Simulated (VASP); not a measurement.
# Se (I4/mmm) in VASP: further runs

One crystal, Se, is run at these levels: PBE+D3(BJ); tasks: single point.

Program: VASP 6.6.1. These are calculated values, not measurements. Logs are shortened: lines on timing, memory, paths and dates and some standing lists are left out, and cuts for length are marked.

## (1) Starting point

Symmetry: I4/mmm, No. 139, tetragonal system. The conventional cell has a = 3.824 Å, b = 3.824 Å, c = 2.704 Å, α = 90.00°, β = 90.00°, γ = 90.00°. Around Se (site symmetry 4/mmm) lie 10 Se at 2.70 to 3.02 Å.

This isn't the form of Se at room conditions, which is trigonal, of chains.

## (2) Single point, PBE+D3(BJ)

INCAR

```
PREC     = Accurate       # precision mode
ENCUT    = 520            # plane-wave cutoff, eV
EDIFF    = 1E-6           # SCF threshold, eV
ISMEAR   = 0              # smearing method
SIGMA    = 0.15           # smearing width, eV
LREAL    = F              # projectors in reciprocal space
LASPH    = T              # aspherical terms in the spheres
NELM     = 100            # most SCF steps
ALGO     = Fast           # electronic algorithm
ISIF     = 2              # what is computed and relaxed
LWAVE    = F              # write WAVECAR
LCHARG   = F              # write CHGCAR
GGA      = PE             # functional
IVDW     = 12             # dispersion correction
NBANDS   = 9              # bands
```

KPOINTS

```
regular mesh
0
Gamma
  22 22 22
```

POSCAR

```
Se
1.0
   -1.9121526786      1.9121526786      1.3518919438
    1.9121526786     -1.9121526786      1.3518919438
    1.9121526786      1.9121526786     -1.3518919438
Se
1
Direct
    0.0000000000      0.0000000000      0.0000000000
```

Potentials or basis: VASP PAW PBE potentials, release 64 (Se).

Started as:

```
$ cat potpaw_PBE.64/Se/POTCAR > POTCAR
$ mpirun -np 1 vasp_std > vasp.out
```

OUTCAR:

```text
PREC = Accurate
   ENCUT = 520
   EDIFF = 1E-6
   ISMEAR = 0
   LREAL = F
   LASPH = T
   NELM = 100
   ISIF = 2
   GGA = PE
   IVDW = 12
 IVDW          = 12

 ion  position               nearest neighbor table
   1  0.000  0.000  0.000-

  LATTYP: Found a body centered tetragonal cell.
 ALAT       =     3.8243053572
 C/A-ratio  =     0.7070000000

  Lattice vectors:

 A1 = (  -1.9121526786,   1.9121526786,   1.3518919438)
 A2 = (   1.9121526786,  -1.9121526786,   1.3518919438)
 A3 = (   1.9121526786,   1.9121526786,  -1.3518919438)

Analysis of symmetry for initial positions (statically):
=====================================================================
 Subroutine PRICEL returns:
 Original cell was already a primitive cell.

 Routine SETGRP: Setting up the symmetry group for a
 body centered tetragonal supercell.

 Subroutine GETGRP returns: Found 16 space group operations
 (whereof 16 operations were pure point group operations)
 out of a pool of 16 trial point group operations.

The static configuration has the point symmetry D_4h.

Analysis of symmetry for dynamics (positions and initial velocities):
=====================================================================
 Subroutine PRICEL returns:
 Original cell was already a primitive cell.

 Routine SETGRP: Setting up the symmetry group for a
 body centered tetragonal supercell.

 Subroutine GETGRP returns: Found 16 space group operations
 (whereof 16 operations were pure point group operations)
 out of a pool of 16 trial point group operations.

The dynamic configuration has the point symmetry D_4h.

 Subroutine INISYM returns: Found 16 space group operations
 (whereof 16 operations are pure point group operations),
 and found     1 'primitive' translations

----------------------------------------------------------------------------------------

                                     Primitive cell

  volume of cell :      19.7718

  direct lattice vectors                    reciprocal lattice vectors
    -1.912152679  1.912152679  1.351891944     0.000000000  0.261485396  0.369852045
     1.912152679 -1.912152679  1.351891944     0.261485396  0.000000000  0.369852045
     1.912152679  1.912152679 -1.351891944     0.261485396  0.261485396  0.000000000

  length of vectors
     3.023287542  3.023287542  3.023287542     0.452951595  0.452951595  0.369796193

  position of ions in fractional coordinates (direct lattice)
     0.000000000  0.000000000  0.000000000

  ion indices of the primitive-cell ions
   primitive index   ion index
                 1           1

----------------------------------------------------------------------------------------

 KPOINTS: regular mesh

Automatic generation of k-mesh.
 Grid dimensions read from file:
 generate k-points for:   22   22   22

 Generating k-lattice:

  Cartesian coordinates                     Fractional coordinates (reciprocal lattice)
     0.000000000  0.011885700  0.016811457     0.045454545  0.000000000  0.000000000
     0.011885700  0.000000000  0.016811457     0.000000000  0.045454545  0.000000000
     0.011885700  0.011885700  0.000000000     0.000000000  0.000000000  0.045454545

  Length of vectors
     0.020588709  0.020588709  0.016808918

  Shift w.r.t. Gamma in fractional coordinates (k-lattice)
     0.000000000  0.000000000  0.000000000

 Subroutine IBZKPT returns following result:
 ===========================================

 Found    834 irreducible k-points:

 Following reciprocal coordinates:
            Coordinates               Weight
  0.000000  0.000000  0.000000      1.000000
  0.045455  0.000000 -0.000000      8.000000
  0.090909  0.000000 -0.000000      8.000000
  0.136364  0.000000 -0.000000      8.000000
  0.181818  0.000000  0.000000      8.000000
  0.227273  0.000000  0.000000      8.000000
[... 16 lines left out ...]
  0.500000  0.045455 -0.000000     16.000000
 -0.454545  0.045455 -0.000000     16.000000
 [... further k-points ...]
   k-points           NKPTS =    834   k-points in BZ     NKDIM =    834   number of bands    NBANDS=      9
   number of dos      NEDOS =    301   number of ions     NIONS =      1
   total plane-waves  NPLWV =  13824
   dimension x,y,z NGX =    24 NGY =   24 NGZ =   24
   dimension x,y,z NGXF=    48 NGYF=   48 NGZF=   48
   ions per type =               1
   NGX,Y,Z   is equivalent  to a cutoff of  13.20, 13.20, 13.20 a.u.
   NGXF,Y,Z  is equivalent  to a cutoff of  26.39, 26.39, 26.39 a.u.
 SYSTEM =  unknown system
   PREC   = accura    normal or accurate (medium, high low for compatibility)
   ISTART =      0    job   : 0-new  1-cont  2-samecut
   ICHARG =      2    charge: 1-file 2-atom 10-const
   ISPIN  =      1    spin polarized calculation?
   LNONCOLLINEAR =      F non collinear calculations
   LSORBIT =      F    spin-orbit coupling
   LASPH  =      T    aspherical Exc in radial PAW
   ENCUT  =  520.0 eV  38.22 Ry    6.18 a.u.   5.62  5.62  5.62*2*pi/ulx,y,z
   NELM   =    100;   NELMIN=  2; NELMDL= -5     # of ELM steps
   EDIFF  = 0.1E-05   stopping-criterion for ELM
   LREAL  =      F    real-space projection
   EDIFFG = 0.1E-04   stopping-criterion for IOM
   NSW    =      0    number of steps for IOM
   IBRION =     -1    ionic relax: 0-MD 1-quasi-New 2-CG
   NFREE  =      0    steps in history (QN), initial steepest desc. (CG)
   ISIF   =      2    stress and relaxation
   ISYM   =      2    0-nonsym 1-usesym 2-fastsym
   POTIM  = 0.5000    time-step for ionic-motion
   TEBEG  =    0.0;   TEEND  =   0.0 temperature during run
   PSTRESS=    0.0 pullay stress
   NELECT =       6.0000    total number of electrons
   NUPDOWN=      -1.0000    fix difference up-down
   EMIN   =  10.00;   EMAX   =-10.00  energy-range for DOS
   EFERMI =   0.00;   METHOD = LEGACY
   ISMEAR =     0;   SIGMA  =   0.15  broadening in eV -4-tet -1-fermi 0-gaus
   EFERMI_NEDOS =   21; number of points for ismear=-14 and -15
   IALGO  =     68    algorithm
   IMIX   =      4    mixing-type and parameters
     AMIX     =   0.40;   BMIX     =  1.00
     AMIX_MAG =   1.60;   BMIX_MAG =  1.00
  volume/ion in A,a.u.               =      19.77       133.43
  Fermi-wavevector in a.u.,A,eV,Ry     =   1.100127  2.078939 16.466855  1.210280
  Thomas-Fermi vector in A             =   2.236533
   LORBIT       =      0    0 simple, 1 ext, 2 COOP (PROOUT), +10 PAW based schemes
   GGA     = PE    functional components
   LHFCALC =     F    Hartree Fock is set to
   AEXX    =    0.0000 exact exchange contribution
   IVDW    =    12    specifies the selected vdW correction
   LEPSILON=     F    determine dielectric tensor
   LRPA    =     F    only Hartree local field effects (RPA)
 non-spin polarized calculation
 RMM-DIIS sequential band-by-band and
 Gauss-broadening in eV      SIGMA  =   0.15
  energy-cutoff  :      520.00
  volume of cell :       19.77
 maximum number of plane-waves:       554
   NGX = 11   NGY = 11   NGZ = 11

 number of electron       5.9999999 magnetization

 Free energy of the ion-electron system (eV)
  ---------------------------------------------------
  ext. energy  EPLUGINS =         0.00000000
  ---------------------------------------------------
  free energy    TOTEN  =        -2.80360431 eV

  energy without entropy =       -2.79317857  energy(sigma->0) =       -2.79839144

 E-fermi :   5.9063     XC(G=0): -10.6689

 val. band max:        5.9008627305   @ k =   0.2727   0.1818  -0.0000
 cond. band min:       5.9079491068   @ k =   0.4545   0.3636   0.0455
 fundamental gap:      0.0070863763
 Fermi energy:         5.9062568698

 k-point     1 :       0.0000    0.0000    0.0000
  band No.  band energies     occupation
      1     -10.7371      2.00000
      2       7.5368      0.00000
      3       7.5368      0.00000
      4      11.2697      0.00000
      5      14.4085      0.00000
      6      14.5716      0.00000
      7      20.7647      0.00000
      8      22.7024      0.00000
      9      22.7025      0.00000

 k-point     2 :       0.0455    0.0000   -0.0000
  band No.  band energies     occupation
      1     -10.6816      2.00000
      2       7.4581      0.00000
      3       7.4625      0.00000
      4      10.9532      0.00000
      5      14.5560      0.00000
      6      14.7158      0.00000
      7      21.0409      0.00000
      8      21.7644      0.00000
      9      21.7650      0.00000

 k-point     3 :       0.0909    0.0000   -0.0000
  band No.  band energies     occupation
      1     -10.5153      2.00000
      2       7.2351      0.00000
      3       7.2629      0.00000
      4      10.1208      0.00000
      5      14.9516      0.00000
      6      15.1012      0.00000
      7      20.3031      0.00000
      8      20.4974      0.00000
      9      21.9798      0.00000

 k-point     4 :       0.1364    0.0000   -0.0000
  band No.  band energies     occupation
      1     -10.2397      2.00000
      2       6.8773      0.00000
      3       6.9892      0.00000
      4       9.0155      0.00000
      5      15.4363      0.00000
      6      15.5578      0.00000
      7      19.1814      0.00000
      8      19.4888      0.00000
      9      23.2268      0.00000
[... 205 lines left out ...]
 k-point    22 :       0.4545    0.0455   -0.0000
  band No.  band energies     occupation
      1      -5.8841      2.00000
      2      -0.9562      2.00000
      3       5.5144      1.99978
      4       6.2223      0.00288
      5      12.0584      0.00000
      6      12.8906      0.00000
      7      20.5304      0.00000
      8      22.7255      0.00000
      9      27.2343      0.00000

 k-point    23 :       0.5000    0.0455   -0.0000
  band No.  band energies     occupation
      1      -5.9917      2.00000
      2      -0.7989      2.00000
      3       5.4133      2.00000
      4       6.2051      0.00484
      5      12.1295      0.00000
      6      13.0172      0.00000
      7      20.8490      0.00000
      8      22.4525      0.00000
      9      27.5113      0.00000

 k-point    24 :      -0.4545    0.0455   -0.0000
  band No.  band energies     occupation
      1      -6.5038      2.00000
      2      -0.0594      2.00000
      3       5.3506      2.00000
      4       6.2422      0.00154
      5      12.3906      0.00000
      6      13.3144      0.00000
      7      21.2537      0.00000
      8      22.2326      0.00000
      9      25.9608      0.00000

 [... further k-points ...]

------------------------ aborting loop because EDIFF is reached ----------------------------------------

 Edisp (eV)   -0.44090

 E8    (eV) :    -0.1806

  FORCE on cell =-STRESS in cart. coord.  units (eV):
  Direction    XX          YY          ZZ          XY          YZ          ZX
  --------------------------------------------------------------------------------------
  -------------------------------------------------------------------------------------
  Total       0.23165     0.23165     0.66673     0.00000     0.00000     0.00000
  in kB      18.77122    18.77122    54.02715     0.00000     0.00000     0.00000
  external pressure =       30.52 kB  Pullay stress =        0.00 kB

 VOLUME and BASIS-vectors are now :
 -----------------------------------------------------------------------------
  energy-cutoff  :      520.00
  volume of cell :       19.77
      direct lattice vectors                 reciprocal lattice vectors
    -1.912152679  1.912152679  1.351891944     0.000000000  0.261485396  0.369852045
     1.912152679 -1.912152679  1.351891944     0.261485396  0.000000000  0.369852045
     1.912152679  1.912152679 -1.351891944     0.261485396  0.261485396  0.000000000

 POSITION                                       TOTAL-FORCE (eV/Angst)
 -----------------------------------------------------------------------------------
      0.00000      0.00000      0.00000         0.000000     -0.000000      0.000000
 -----------------------------------------------------------------------------------
    total drift:                                0.000000     -0.000000     -0.000000

  FREE ENERGIE OF THE ION-ELECTRON SYSTEM (eV)
  ---------------------------------------------------
  free  energy   TOTEN  =        -3.2445014655 eV

  energy  without entropy=       -3.2340757261  energy(sigma->0) =       -3.23928860
```

Run time: 60 s. Hardware: 1 thread of AMD EPYC 9R45 (Zen 5), shared host; peak memory 0.24 GiB.

What came out:

* Free energy: -3.2445 eV
* Pressure: 3.1 GPa
* Band gap on the k mesh: none (metal or under the smearing width)
* Dispersion energy per atom: -0.441 eV

Stress tensor (GPa, compression positive):
```
1.88 0.00 0.00
0.00 1.88 0.00
0.00 0.00 5.40
```

Levels at points of the mesh, in eV from the Fermi level:
```tsv
k point	band 1	band 2	band 3	band 4	band 5	band 6	band 7
(0.00, 0.00, 0.00)	-16.64	1.63	1.63	5.36	8.50	8.67	14.86
(0.50, 0.00, 0.00)	-11.78	-6.91	-0.30	0.41	6.00	6.83	15.66
(0.50, 0.50, 0.00)	-14.25	-7.32	2.86	3.76	11.11	11.81	14.32
(0.50, 0.50, 0.50)	-11.96	-5.01	-5.01	2.00	2.77	8.02	23.99
```

Caveat: pairwise dispersion overbinds metals, which lowers pressure and volume.

## (3) Single point, PBE+D3(BJ)

INCAR

```
SYSTEM = Se
PREC = Accurate
ENCUT = 520
EDIFF = 1E-6
ISMEAR = 0
SIGMA = 0.15
LREAL = .FALSE.
LASPH = .TRUE.
NELM = 60
ALGO = Fast
ISIF = 2
LWAVE = .FALSE.
LCHARG = .FALSE.
GGA = PE
IVDW = 12
NBANDS = 9
```

KPOINTS

```
regular mesh
0
G
  22 22 22
  0 0 0
```

POSCAR

```
Se
1.0
   -1.7982748160      1.7982748160      1.5285335936
    1.7982748160     -1.7982748160      1.5285335936
    1.7982748160      1.7982748160     -1.5285335936
Se
1
Direct
    0.0000000000      0.0000000000      0.0000000000
```

Potentials or basis: VASP PAW PBE potentials, release 64 (Se).

Started as:

```
$ cat potpaw_PBE.64/Se/POTCAR > POTCAR
$ mpirun -np 1 vasp_std > vasp.out
```

Wall time 54 s (1 thread of AMD EPYC 9R45 (Zen 5), shared host); peak memory 0.23 GiB.

Results (log left out):

| Item | Value |
| --- | --- |
| Free energy | -3.2932 eV |
| Pressure | -0.5 GPa |
| Band gap on the k mesh | none (metal or under the smearing width) |
| Dispersion energy per atom | -0.440 eV |

Stress tensor (GPa, compression positive):
```
-2.89  0.00  0.00
 0.00 -2.89  0.00
 0.00  0.00  4.31
```

Levels at points of the mesh, in eV from the Fermi level:
```csv
k point,band 1,band 2,band 3,band 4,band 5,band 6,band 7
"(0.00, 0.00, 0.00)",-16.45,2.69,2.69,3.65,10.41,10.91,13.93
"(0.50, 0.00, 0.00)",-12.49,-6.80,-0.35,1.32,6.32,7.42,16.77
"(0.50, 0.50, 0.00)",-13.40,-7.13,1.31,3.15,8.52,10.61,15.02
"(0.50, 0.50, 0.50)",-10.72,-4.22,-4.22,-1.24,3.31,5.19,22.88
```

Caveat: pairwise dispersion overbinds metals, which lowers pressure and volume.
